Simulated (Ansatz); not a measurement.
The same hydrolysis along the group F, Cl, Br, I.

Calculated with Ansatz (gas phase, PBE0-D4/def2-TZVP geometries, no zero-point term in ΔE). CCSD(T)/CBS adds triple-zeta CCSD(T) − MP2 to the extrapolated MP2 energy (def2 sets, frozen cores). This one scheme is used for every species. DFT in def2-TZVPP. B3LYP here is the variant with VWN-RPA as its local correlation; programs differ in this. Elements past krypton have def2 core potentials. For Br, I outer-core shells are correlated without core-valence functions, which leaves a few kJ/mol of doubt a bond. Scalar relativity is left out up to krypton. Each species was taken in one conformer, which may not be the lowest.

```json
{"reaction": "`CC(=O)F` + H₂O → `CC(=O)O` + H–F", "B3LYP-D4 (eV)": "-0.22", "B2PLYP (eV)": "-0.22", "ωB97X-V (eV)": "-0.21", "MP2/CBS(def2) (eV)": "-0.28"}
{"reaction": "`CC(=O)Cl` + H₂O → `CC(=O)O` + HCl", "B3LYP-D4 (eV)": "-0.41", "B2PLYP (eV)": "-0.43", "ωB97X-V (eV)": "-0.50", "MP2/CBS(def2) (eV)": "-0.32"}
{"reaction": "`CC(=O)Br` + H₂O → `CC(=O)O` + HBr", "B3LYP-D4 (eV)": "-0.36", "B2PLYP (eV)": "-0.39", "ωB97X-V (eV)": "-0.50", "MP2/CBS(def2) (eV)": "-0.26"}
{"reaction": "`CC(=O)I` + H₂O → `CC(=O)O` + HI", "B3LYP-D4 (eV)": "-0.34", "B2PLYP (eV)": "-0.37", "ωB97X-V (eV)": "-0.53", "MP2/CBS(def2) (eV)": "-0.17"}
```

Question: Give the CCSD(T)/CBS values in the same order. (Estimate.)

Answer: Computed: -0.25, -0.39, -0.34, -0.29 eV.

Largest T1 diagnostic: 0.015, for `CC(=O)O`.
